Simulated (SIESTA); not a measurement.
Crystal: GaSb.

```
CELL_PARAMETERS angstrom
0.00000 3.05900 3.05900
3.05900 0.00000 3.05900
3.05900 3.05900 0.00000
ATOMIC_POSITIONS crystal
Sb 0.75000 0.75000 0.75000
Ga 0.00000 0.00000 0.00000
```

```yaml
Program: SIESTA 5.4.2
Task: relaxation of cell and atoms
Functional: RPBE
Potentials_or_basis: PseudoDojo 0.4 standard (PBE files)
Basis: DZP (energy shift 0.002 Ry; radii capped at 9.5 bohr)
Grid_cutoff: 800 Ry
Energy_shift: 0.002 Ry
k_mesh: 8 × 8 × 8
Occupations: fermi-dirac, width 0.05 eV
Spin: no spin polarisation
```

At the start: pressure 5.1 GPa; volume 28.62 Å³/atom.

Q: How do energy, volume and symmetry change on relaxing?

A: Over 4 steps the energy falls by 44.6 meV/atom and the volume is 31.72 Å³/atom (+10.8 %); space group F-43m (No. 216, to 0.05 Å).

The path:
| step | energy change (eV) | largest force (eV/Å) | pressure (GPa) | volume (Å³) |
| --- | --- | --- | --- | --- |
| 1 | 0.0000 | 0.0001 | 5.08 | 57.25 |
| 2 | -0.0315 | 0.0003 | 3.95 | 58.37 |
| 3 | -0.0886 | 0.0009 | 0.39 | 62.88 |
| 4 | -0.0893 | 0.0008 | 0.02 | 63.44 |

Final structure:
```
Sb Ga
1.0
     0.00037    3.16572    3.16572
     3.16572    0.00037    3.16572
     3.16572    3.16572    0.00037
Sb Ga
1 1
Direct
  0.75000 0.75000 0.75000
  0.00000 0.00000 0.00000
```

Caveat: semicore shells carry a single zeta, which can move pressures by several GPa and volumes by a few percent; the potentials were made for another functional, which shifts forces and pressure; the volume moved by +11 % from the deposited cell, more than functionals usually miss; the basis of atomic orbitals isn't converged, which shifts pressures, moduli and gaps.
